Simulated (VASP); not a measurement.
# ZrH (P1) in VASP: relaxation of the atoms with PBEsol

Aim: the relaxation of the atoms of ZrH with PBEsol.

All numbers are computed with VASP 6.6.1; they aren't measurements. Logs are shortened: lines on timing, memory, paths and dates and some standing lists are left out, and cuts for length are marked.

## 1. The cell of the first run

The typed cell holds 4 atoms: a = 3.288 Å, b = 3.417 Å, c = 5.770 Å, α = 76.70°, β = 73.45°, γ = 61.24°.

The cell comes from a database or a generator and needn't be the stable form of this composition.

## 2. Relaxation of the atoms, PBEsol (all atoms moved at random, sigma 0.15 Å a component)

Input file INCAR:

```
  ALGO = Normal
  EDIFF = 1E-6
  EDIFFG = -0.005
  ENCUT = 520
  GGA = PS
  IBRION = 2
  ISIF = 2
  ISMEAR = 0
  LASPH = True
  LCHARG = False
  LREAL = False
  LWAVE = False
  NELM = 100
  NSW = 40
  PREC = Accurate
  SIGMA = 0.05
```

Input file KPOINTS:

```
k-points
0
Gamma
  9 9 5
```

Input file POSCAR:

```
ZrH
1.0
    0.0000000000     -3.2878160000      0.0000000000
    1.6439080000     -1.6439080000     -2.5043990000
    4.9317240000     -1.6439080000      2.5043990000
Zr H
2 2
Direct
    0.5739893500      0.4016634500      0.4686035500
    0.0186685200      0.0119228600      0.0172740100
    0.0687912100      0.1394218900      0.6153986400
    0.5885509200      0.6969918000      0.1487238000
```

Potentials or basis: VASP PAW PBE potentials, release 64 (Zr_sv, H).

On the command line:

```console
$ cat potpaw_PBE.64/Zr_sv/POTCAR potpaw_PBE.64/H/POTCAR > POTCAR
$ mpirun -np 1 vasp_std > vasp.out
```

OUTCAR:

```text
EDIFF = 1E-6
   EDIFFG = -0.005
   ENCUT = 520
   GGA = PS
   IBRION = 2
   ISIF = 2
   ISMEAR = 0
   LASPH = True
   LREAL = False
   NELM = 100
   NSW = 40
   PREC = Accurate

 ion  position               nearest neighbor table
   1  0.574  0.402  0.469-   3 1.79   4 1.89   3 2.14   2 2.87   2 3.32   2 3.40   2 3.50   2 3.57
                             2 3.71
   2  0.019  0.012  0.017-   4 1.93   4 2.05   3 2.23   4 2.25   1 2.87   1 3.32   1 3.40   1 3.50
                             1 3.57   1 3.71
   3  0.069  0.139  0.615-   1 1.79   1 2.14   2 2.23
   4  0.589  0.697  0.149-   1 1.89   2 1.93   2 2.05   2 2.25

  LATTYP: Found a base centered monoclinic cell.
 ALAT       =     5.9914765671
 B/A-ratio  =     0.5487488707
 C/A-ratio  =     1.0000000000
 COS(beta)  =    -0.3977493538

  Lattice vectors:

 A1 = (   1.6439080000,  -1.6439080000,  -2.5043990000)
 A2 = (   1.6439080000,   1.6439080000,  -2.5043990000)
 A3 = (   3.2878160000,   0.0000000000,   5.0087980000)

Analysis of symmetry for initial positions (statically):
=====================================================================
 Subroutine PRICEL returns:
 Original cell was already a primitive cell.

 Routine SETGRP: Setting up the symmetry group for a
 base centered monoclinic supercell.

 Subroutine GETGRP returns: Found  1 space group operations
 (whereof  1 operations were pure point group operations)
 out of a pool of  4 trial point group operations.

The static configuration has the point symmetry C_1 .

Analysis of symmetry for dynamics (positions and initial velocities):
=====================================================================
 Subroutine PRICEL returns:
 Original cell was already a primitive cell.

 Routine SETGRP: Setting up the symmetry group for a
 base centered monoclinic supercell.

 Subroutine GETGRP returns: Found  1 space group operations
 (whereof  1 operations were pure point group operations)
 out of a pool of  4 trial point group operations.

The dynamic configuration has the point symmetry C_1 .

 Subroutine INISYM returns: Found  1 space group operations
 (whereof  1 operations are pure point group operations),
 and found     1 'primitive' translations

----------------------------------------------------------------------------------------

                                     Primitive cell

  volume of cell :      54.1438

  direct lattice vectors                    reciprocal lattice vectors
[... 138 lines left out ...]
   GGA     = PS    functional components
   LHFCALC =     F    Hartree Fock is set to
   AEXX    =    0.0000 exact exchange contribution
   IVDW    =     0    specifies the selected vdW correction
   LEPSILON=     F    determine dielectric tensor
   LRPA    =     F    only Hartree local field effects (RPA)
 conjugate gradient relaxation of ions
 non-spin polarized calculation
 Gauss-broadening in eV      SIGMA  =   0.05
  energy-cutoff  :      520.00
  volume of cell :       54.14
 maximum number of plane-waves:      1472
   NGX = 13   NGY = 13   NGZ = 21

--------------------------------------- Ionic step        1  -------------------------------------------

 number of electron      26.0000000 magnetization

 Free energy of the ion-electron system (eV)
  ---------------------------------------------------
  ext. energy  EPLUGINS =         0.00000000
  ---------------------------------------------------
  free energy    TOTEN  =       -25.47384145 eV

  energy without entropy =      -25.47001641  energy(sigma->0) =      -25.47192893

------------------------ aborting loop because EDIFF is reached ----------------------------------------

  FORCE on cell =-STRESS in cart. coord.  units (eV):
  Direction    XX          YY          ZZ          XY          YZ          ZX
  --------------------------------------------------------------------------------------
  -------------------------------------------------------------------------------------
  Total       -0.7913557      0.8723774     -0.4796686     -0.4346633     -2.1393181      1.2027497
  in kB      -23.4171380     25.8146627    -14.1939538    -12.8621931    -63.3049125     35.5907656
  external PRESSURE =      -3.9321431 kB  Pullay stress =       0.0000000 kB
[... 95 lines left out ...]
  FREE ENERGIE OF THE ION-ELECTRON SYSTEM (eV)
  ---------------------------------------------------
  free  energy   TOTEN  =       -26.0302675794 eV

  energy  without entropy=      -26.0268832439  energy(sigma->0) =      -26.02857541

[... ionic steps 4 to 26 ...]

--------------------------------------- Ionic step       27  -------------------------------------------

 number of electron      26.0000000 magnetization

------------------------ aborting loop because EDIFF is reached ----------------------------------------
[... 71 lines left out ...]
--------------------------------------- Ionic step       29  -------------------------------------------

 number of electron      26.0000000 magnetization

 Free energy of the ion-electron system (eV)
  ---------------------------------------------------
  ext. energy  EPLUGINS =         0.00000000
  ---------------------------------------------------
  free energy    TOTEN  =       -26.22140132 eV

  energy without entropy =      -26.21799403  energy(sigma->0) =      -26.21969768

 E-fermi :   7.5589     XC(G=0): -10.9891

 val. band max:        7.5546787051   @ k =   0.3333  -0.2222   0.2000
 cond. band min:       7.5623790413   @ k =   0.4444   0.1111  -0.0000
 fundamental gap:      0.0077003361
 Fermi energy:         7.5589190402

 k-point     1 :       0.0000    0.0000    0.0000
  band No.  band energies     occupation
      1     -41.2269      2.00000
      2     -41.1456      2.00000
      3     -19.6077      2.00000
      4     -19.0701      2.00000
      5     -18.9881      2.00000
      6     -18.9646      2.00000
[... 457 lines left out ...]
      4     -19.3610      2.00000
      5     -19.3388      2.00000
      6     -19.0666      2.00000
[... 9 lines left out ...]
     16       9.9320      0.00000
     17      10.1525      0.00000

 [... further k-points ...]

------------------------ aborting loop because EDIFF is reached ----------------------------------------

  FORCE on cell =-STRESS in cart. coord.  units (eV):
  Direction    XX          YY          ZZ          XY          YZ          ZX
  --------------------------------------------------------------------------------------
  -------------------------------------------------------------------------------------
  Total       -1.4320760     -1.4751525     -1.4715601     -0.0030506      0.0170121      0.0301045
  in kB      -42.3767967    -43.6514789    -43.5451768     -0.0902694      0.5034075      0.8908271
  external PRESSURE =     -43.1911508 kB  Pullay stress =       0.0000000 kB
[... 19 lines left out ...]
  FREE ENERGIE OF THE ION-ELECTRON SYSTEM (eV)
  ---------------------------------------------------
  free  energy   TOTEN  =       -26.2214013233 eV

  energy  without entropy=      -26.2179940340  energy(sigma->0) =      -26.21969768

 reached required accuracy - stopping structural energy minimisation
```

OSZICAR:

```text
N       E                     dE             d eps       ncg     rms          rms(c)
DAV:   1     0.218711287335E+03    0.21871E+03   -0.14145E+04  6902   0.150E+03
[... 208 lines left out ...]
DAV:   4    -0.262214007176E+02    0.12116E-05   -0.75426E-06  7846   0.216E-02    0.463E-03
DAV:   5    -0.262214005571E+02    0.16043E-06   -0.96622E-07  4012   0.102E-02
  28 F= -.26221401E+02 E0= -.26219696E+02  d E =-.152259E-04
       N       E                     dE             d eps       ncg     rms          rms(c)
DAV:   1    -0.262213978813E+02    0.28362E-05   -0.18764E-03  6934   0.452E-01    0.561E-03
DAV:   2    -0.262214013901E+02   -0.35088E-05   -0.42646E-05  8498   0.648E-02    0.314E-03
DAV:   3    -0.262214013233E+02    0.66821E-07   -0.16556E-06  6287   0.110E-02
  29 F= -.26221401E+02 E0= -.26219698E+02  d E =-.159920E-04
```

Wall time 12 min (1 thread of Intel Xeon 6975P-C (Granite Rapids), shared host); peak memory 0.33 GiB.

Results:

| Property | Result |
| --- | --- |
| Free energy | -26.2214 eV |
| Energy gained by relaxing | 186.9 meV/atom |
| Ionic steps | 29 |
| Pressure after relaxing | -4.3 GPa |
| Largest force after relaxing | 0.005 eV/Å |
| Band gap on the k mesh | none (metal or under the smearing width) |

Forces on the atoms (eV/Å):
```
Zr   0.003  0.000  0.001
Zr   0.002 -0.001  0.001
H   -0.004  0.000  0.002
H   -0.001  0.001 -0.004
```

Step by step:
```tsv
step	energy change (eV)	largest force (eV/Å)	pressure (GPa)
1	0.0000	2.4881	-0.39
2	-0.4756	1.1928	-3.39
3	-0.5564	1.0433	-3.95
4	-0.6471	0.6822	-4.36
5	-0.6966	0.4340	-4.47
6	-0.7143	0.2591	-4.52
7	-0.7172	0.2738	-4.49
8	-0.7265	0.1837	-4.47
9	-0.7355	0.2185	-4.39
10	-0.7431	0.1027	-4.38
11	-0.7447	0.0976	-4.35
12	-0.7447	0.1063	-4.35
13	-0.7463	0.0440	-4.34
14	-0.7464	0.0526	-4.33
15	-0.7470	0.0242	-4.33
16	-0.7470	0.0253	-4.33
17	-0.7471	0.0139	-4.33
18	-0.7471	0.0190	-4.33
19	-0.7472	0.0158	-4.33
20	-0.7473	0.0281	-4.32
21	-0.7474	0.0196	-4.32
22	-0.7475	0.0164	-4.32
23	-0.7475	0.0177	-4.32
24	-0.7475	0.0095	-4.32
25	-0.7475	0.0099	-4.32
26	-0.7475	0.0191	-4.32
27	-0.7475	0.0103	-4.32
28	-0.7476	0.0066	-4.32
29	-0.7476	0.0047	-4.32
```

Final structure:
```cif
data_structure
_symmetry_space_group_name_H-M 'P 1'
_symmetry_Int_Tables_number 1
_cell_length_a 3.2878
_cell_length_b 3.4171
_cell_length_c 5.7703
_cell_angle_alpha 76.695
_cell_angle_beta 73.448
_cell_angle_gamma 61.244
_cell_volume 54.14
loop_
_atom_site_label
_atom_site_type_symbol
_atom_site_fract_x
_atom_site_fract_y
_atom_site_fract_z
_atom_site_occupancy
Zr1 Zr 0.49961 0.50023 0.50003 1
Zr2 Zr 0.00040 0.99938 0.00006 1
H1 H 0.12446 0.12577 0.62501 1
H2 H 0.62553 0.62462 0.12490 1
```

Caveat: the PAW data sets were made with another functional, which shifts forces and pressure a little.
